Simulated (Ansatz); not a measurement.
# TiAl3: one candidate structure

Aim: relax TiAl3 from this start, Cu3Pd type (P4/mmm, No. 123), and see where it ends.

Computed with Ansatz 0.2.0 (DFT PBE, scalar-relativistic, plane waves, PAW, unless a step's input says otherwise).

The structure is tetragonal, space group P4/mmm (No. 123). Conventional cell: a = 3.955 Å, b = 3.955 Å, c = 3.914 Å, α = 90.00°, β = 90.00°, γ = 90.00°. Ti (site symmetry 4/mmm) has 12 Al at 2.78 to 2.80 Å as nearest neighbours. Al (site symmetry mmm) has 4 Ti at 2.78 Å and 8 Al at 2.78 to 2.80 Å as nearest neighbours. Al (site symmetry 4/mmm) has 8 Al at 2.78 Å and 4 Ti at 2.80 Å as nearest neighbours.

As a file:

```cif
data_structure
_symmetry_space_group_name_H-M 'P4/mmm'
_symmetry_Int_Tables_number 123
_cell_length_a 3.9546
_cell_length_b 3.9546
_cell_length_c 3.9139
_cell_angle_alpha 90.000
_cell_angle_beta 90.000
_cell_angle_gamma 90.000
_cell_volume 61.21
loop_
_atom_site_label
_atom_site_type_symbol
_atom_site_symmetry_multiplicity
_atom_site_Wyckoff_symbol
_atom_site_fract_x
_atom_site_fract_y
_atom_site_fract_z
_atom_site_occupancy
Ti1 Ti 1 a 0.00000 0.00000 0.00000 1
Al1 Al 2 e 0.00000 0.50000 0.50000 1
Al2 Al 1 c 0.50000 0.50000 0.00000 1
```

The structure above is the start of the run; the results belong to its end.

Formation energies count from the elements, computed with the same settings in runs not shown here.

```
                          quantity                                                                      value
                              cell  a = 3.980 Å, b = 3.980 Å, c = 3.980 Å, α = 90.00°, β = 90.00°, γ = 90.00°
                       space group                                                            Pm-3m (No. 221)
                            volume                                                              15.76 Å³/atom
                   gap on the mesh                                                               none (metal)
formation energy from the elements                                                             -0.367 eV/atom
```

The structure ended in another space group than at the start: P4/mmm to Pm-3m. With -0.37 eV/atom it lies under the elements, which doesn't yet make it stable against other compounds of them.

Q: Write the input and the launch command of the relaxation that these results rest on.

The input that was run (others would do too):

The input, input.yaml:

```yaml
crystal:
  lattice:
    - [3.9545644793, 0.0, 0.0]
    - [0.0, 3.9545644793, 0.0]
    - [0.0, 0.0, 3.913917076]
  atoms:
    - { symbol: Ti, position: [0.0, 0.0, 0.0] }
    - { symbol: Al, position: [0.0, 0.5, 0.5] }
    - { symbol: Al, position: [0.5, 0.0, 0.5] }
    - { symbol: Al, position: [0.5, 0.5, 0.0] }
basis:
  ecutwfc: 420
kpoints:
  mp_grid: { grid: [12, 12, 12] }
hamiltonian:
  xc: pbe
scf:
  occupations: { method: gaussian, width: 0.1 }
output:
  forces: true
  stress: true
  eigenvalues: true
relax:
  adjacent_minimum: "off"
  f_tol: 0.01
  max_steps: 80
  cell: { stress_tol: 0.05 }
```

The run is started by

```console
> ansatz run input.yaml --threads 1 --pin off --max-ram 2560MiB --backend cpu --events-out ev --progress --plain --runs-dir out
```
